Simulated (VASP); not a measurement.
# PbO: convergence, self-consistent run

PbO, P1 (no. 1), 4 atoms in the cell. PBE; PAW potentials Pb_d, O (PBE set). VASP 6.6.1. The atoms are moved at random off their ideal places.

Wanted: energy within 1 meV/atom; forces within 0.005 eV/Å; pressure within 0.1 GPa.

POSCAR:
```
PbO
1.0
    3.9900000000      0.0000000000      0.0000000000
    0.0000000000      3.9900000000      0.0000000000
    0.0000000000      0.0000000000      5.0100000000
Pb O
2 2
Direct
    0.4993990000      0.0030290000      0.7607640000
    0.0007070000      0.5049610000      0.2385260000
    0.5000230000      0.4988230000     -0.0028120000
   -0.0007980000     -0.0038370000     -0.0011880000
```

## One numerical tag moved

| One numerical tag moved | Energy less reference (meV/atom) | Forces, largest deviation (eV/Å) | Pressure (GPa) | SCF iterations | Time (s) |
|---|---|---|---|---|---|
| default | 0.0 | 0.0000 | 3.38 | 19 | 115 |
| LASYNC = T | 0.0 | 0.0000 | 3.38 | 19 | 110 |
| LCORR = F | 0.0 | 0.0000 | 3.38 | 19 | 104 |
| DEPER = 0.05 | 0.0 | 0.0000 | 3.38 | 18 | 134 |
| NDAV = 8 | 0.0 | 0.0000 | 3.38 | 19 | 112 |
| LDIAG = F | 0.0 | 0.0002 | 3.37 | 15 | 94 |
| RANDOM_GENERATOR = pcg_32 | 0.0 | 0.0000 | 3.38 | 18 | 99 |
| DEPER = 0.6 | 0.0 | 0.0000 | 3.37 | 18 | 101 |
| LMAXPAW = -1 | -1.7 | 0.0179 | 3.27 | 16 | 104 |

Chosen: default; no other choice that stays within half of the tolerance saves 30 % of the time.

## The input

INCAR:
```
ALGO = Normal
EDIFF = 1E-7
ENCUT = 520
ISIF = 2
ISMEAR = 0
LASPH = T
LCHARG = F
LREAL = F
LWAVE = F
NELM = 100
PREC = Accurate
SIGMA = 0.02
```

KPOINTS:
```
k-points
0
Gamma
  6 6 5
```

Commands:
```
cat potpaw_PBE.64/Pb_d/POTCAR potpaw_PBE.64/O/POTCAR > POTCAR
mpirun -np 1 vasp_std > vasp.out
```

The chosen input took VASP 6.6.1 115 s on 1 core (AMD EPYC 9R45 (Zen 5)), a shared host.

## An input that fails: LMAXPAW = -1 without LASPH

It runs to its end, but against the unchanged starting input it is off by 1.7 meV/atom in the energy, 0.0179 eV/Å in the forces, 0.10 GPa in the pressure.

Changes against the starting input:
```
- LASPH = True
+ LASPH = False
+ LMAXPAW = -1
```
